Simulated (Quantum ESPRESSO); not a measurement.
Slab: Ga, a slab with vacuum.

```
CELL_PARAMETERS angstrom
2.80800 0.00000 0.00000
-1.40400 2.63432 0.00000
0.00000 0.00000 24.50382
ATOMIC_POSITIONS crystal
Ga 0.28405 0.56810 0.30607
Ga 0.56810 0.13620 0.40304
Ga 0.85215 0.70431 0.50000
Ga 0.13620 0.27241 0.59696
Ga 0.42025 0.84051 0.69393
```

The slab is cut from a database's or a generator's crystal, which needn't be the stable form of the element.

A sound run:

```yaml
Program: Quantum ESPRESSO 7.5
Task: work function
Functional: PBE
Potentials_or_basis: PseudoDojo 0.4.1 SR PBE standard
Cutoff: 1088 eV
Density_cutoff: 4354 eV
k_mesh: 11 × 11 × 1
Occupations: fermi-dirac, width 0.05 eV
Spin: no spin polarisation
```

It gives largest force 0.271 eV/Å; band gap on the k mesh none (metal or under the smearing width).

Problem. What do these careless settings give instead: cutoff 653 eV in place of 1088 eV; density cutoff 2612 eV in place of 4354 eV?

Solution. Largest force 0.263 eV/Å; band gap on the k mesh none (metal or under the smearing width). The run converged, but these numbers show the error of the settings and aren't properties of the slab.
